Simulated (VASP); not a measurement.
# TiO₂: restarted molecular dynamics, 2 variants

TiO₂, Pbcn (no. 60), 12 atoms in the cell. PBE, molecular dynamics; PAW potentials Ti, O (PBE set).

| Restart from | Temperature at the end (K) | The same without a restart (K) | Potential energy at the end (eV/atom) | The same without a restart (eV/atom) | Electronic steps in the first step after the restart | Time (s) |
|---|---|---|---|---|---|---|
| CONTCAR with velocities, WAVECAR read | 221.0 | 221.0 | -8.77101 | -8.77102 | 5 | 220 |
| CONTCAR with velocities, no WAVECAR | 221.0 | 221.0 | -8.77102 | -8.77102 | 20 | 248 |

Limits: 60 fs of 12 atoms are too short for converged averages; the cell is only 4.5 Å across, so each atom moves in step with near copies of itself.

## Input of the first row

INCAR.step1:
```
SYSTEM = TiO2
GGA = PE
PREC = Normal
ENCUT = 400
EDIFF = 1E-6
NELMIN = 4
NELM = 60
ALGO = Normal
LREAL = Auto
LASPH = .True.
ISMEAR = 0
SIGMA = 0.05
ISYM = 0
LWAVE = .True.
LCHARG = .False.
IBRION = 0
NSW = 30
POTIM = 1.0
TEBEG = 600
ISIF = 2
RANDOM_SEED = 571492 0 0
MDALGO = 2
SMASS = -3
KPAR = 2
```

INCAR.step2, as INCAR.step1 but for:
```
- LWAVE = .True.
+ LWAVE = .False.
```

KPOINTS:
```
k-points
0
Monkhorst-Pack
  2 2 2
```

POSCAR.step1:
```
TiO2
1.0
    4.5453495500      0.0000000000      0.0000000000
    0.0000000000      5.5196194400      0.0000000000
    0.0000000000      0.0000000000      4.9091968600
Ti O
4 8
Direct
    0.0000000000      0.1729909300      0.7500000000
    0.5000000000      0.3270090700      0.2500000000
    0.0000000000      0.8270090700      0.2500000000
    0.5000000000      0.6729909300      0.7500000000
    0.2714506200      0.3817246400      0.9186490800
    0.7714506200      0.1182753600      0.0813509200
    0.2285493800      0.1182753600      0.4186490800
    0.7285493800      0.3817246400      0.5813509200
    0.2714506200      0.6182753600      0.4186490800
    0.7714506200      0.8817246400      0.5813509200
    0.2285493800      0.8817246400      0.9186490800
    0.7285493800      0.6182753600      0.0813509200
```

Commands (each step's output is kept before the next begins):
```
cat potpaw_PBE.64/Ti/POTCAR potpaw_PBE.64/O/POTCAR > POTCAR
cp INCAR.step1 INCAR
cp POSCAR.step1 POSCAR
mpirun -np 2 vasp_std > vasp.out
cp CONTCAR POSCAR
cp INCAR.step2 INCAR
mpirun -np 2 vasp_std > vasp.out
```

Changes of the last row against the first:
```
(step 1)
- LWAVE = True
+ LWAVE = False
```

VASP 6.6.1 took 220 s on 2 cores (Intel Xeon Platinum 8488C (Sapphire Rapids)), a shared host.
